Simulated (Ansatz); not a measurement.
# Does disorder add resistance in series? Pt(111) layers with 75 % Rh

Two lengths of the disordered region are known. What area resistance does the third give?

How it was computed: Ansatz 0.2.0, plane waves with PAW datasets at their recommended cutoffs (420 eV for most), Fermi-Dirac smearing; ballistic transmission by layer matching. The area resistance is RA = A (h/2e²)(1/T − 1/N), with T the zone-mean transmission per spin and N the lead's channels, both averaged over a few energies near the Fermi level; for magnets each spin is taken apart, with h/e², and the two conduct in parallel. Lateral cell 2x2, PBE, a fresh random draw for each length.

The runs, with one result withheld:

| length (Å) | channels N | RA (fΩ m²) |
| --- | --- | --- |
| 9.06 | 6.713 | 0.256 |
| 18.1 | 6.787 | 0.349 |
| 27.2 | 6.793 | ? |

**Fit on the rows shown.**

Ohm's law makes RA linear in the length: the slope is (0.349 − 0.256)/(18.1 − 9.06) = 0.0102 fΩ m² per Å, or 10 µΩ cm. Then 0.349 + 0.0102 × 9.06. Predicted: 0.442 fΩ m².

**The withheld run.**

0.393 fΩ m², so the prediction is 12 % too high. The three lengths together give 7.5 µΩ cm. The two increments are 0.093 and 0.044 fΩ m²; with one draw for each length, their difference can't be told from scatter.

**Limits.** The scatterers repeat sideways with the small cell. The slope is a raw one; a model of isotropic scattering puts it 1.08 times the bulk value over these lengths. Atoms sit unrelaxed on the host's lattice, and the pair may not mix at random in practice. Spin-orbit coupling is left out, which matters for Pt.
